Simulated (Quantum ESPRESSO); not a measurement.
The system is Cu.

```xyz
2
Lattice="0.0000 -1.8075 -1.8075 -1.8075 0.0000 -1.8075 1.8075 1.8075 -3.6150" Properties=species:S:1:pos:R:3 pbc="T T T"
Cu   -0.0175    0.0224   -3.5952
Cu   -1.7900   -0.0224   -1.8273
```

- Program: Quantum ESPRESSO 7.5
- Task: relaxation of the atoms
- Functional: PBEsol
- Dispersion: D3(BJ)
- Potentials or basis: GBRV 1.5 LDA
- Cutoff: 612 eV
- Density cutoff: 4898 eV
- k mesh: 7 × 7 × 4
- Occupations: fermi-dirac, width 0.05 eV
- Spin: no spin polarisation

At the start: volume 11.81 Å³/atom.

Problem. Where does the relaxation end?

Solution. Over 9 steps the energy falls by 2.1 meV/atom; space group Fm-3m (No. 225, to 0.05 Å).

Step by step:
```tsv
step	energy change (eV)	largest force (eV/Å)
1	0.0000	0.1497
2	-0.0008	0.1224
3	-0.0016	0.0972
4	-0.0024	0.0711
5	-0.0031	0.0648
6	-0.0034	0.0711
7	-0.0037	0.0652
8	-0.0040	0.0376
9	-0.0041	0.0105
```

Final structure:
```xyz
2
Lattice="0.0000 -1.8075 -1.8075 -1.8075 0.0000 -1.8075 1.8075 1.8075 -3.6150" Properties=species:S:1:pos:R:3 pbc="T T T"
Cu    0.0008   -0.0005   -3.6159
Cu   -1.8083    0.0005   -1.8066
```

Caveat: the k mesh is coarse (spacing up to 0.41 Å⁻¹), so the values aren't converged; the potentials were made for another functional, which shifts forces and pressure; pairwise dispersion overbinds metals, which lowers pressure and volume.
